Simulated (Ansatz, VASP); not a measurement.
# SiC: VASP beside Ansatz

```
CELL_PARAMETERS angstrom
0.00000 2.18986 2.18986
2.18986 0.00000 2.18986
2.18986 2.18986 0.00000
ATOMIC_POSITIONS crystal
Si 0.25000 0.25000 0.25000
C 0.00000 0.00000 0.00000
```

Alike in both runs: functional PBE; k mesh 10 × 10 × 10; occupations gaussian, width 0.02 eV; no spin polarisation.

Ansatz relaxed the structure, and its values are those at the end. VASP's run is a single point on that final structure, the one shown.

```csv
,VASP,Ansatz
version,VASP 6.6.1,Ansatz 0.2.0
potentials or method,"VASP PAW PBE potentials, release 64 (Si, C)","scalar-relativistic, plane waves, PAW"
plane-wave cutoff (eV),520,420
valence electrons in the cell,8,8
```

|  | VASP | Ansatz | Ansatz less VASP |
| --- | --- | --- | --- |
| gap on the k mesh at the Fermi level (eV) | 1.37 | 1.37 | +0.002 |
| least direct gap on the mesh (eV) | 4.53 | 4.53 | +0.003 |
| pressure (GPa) | 0.0 | 0.0 | +0.05 |

A k mesh can miss the band edges.
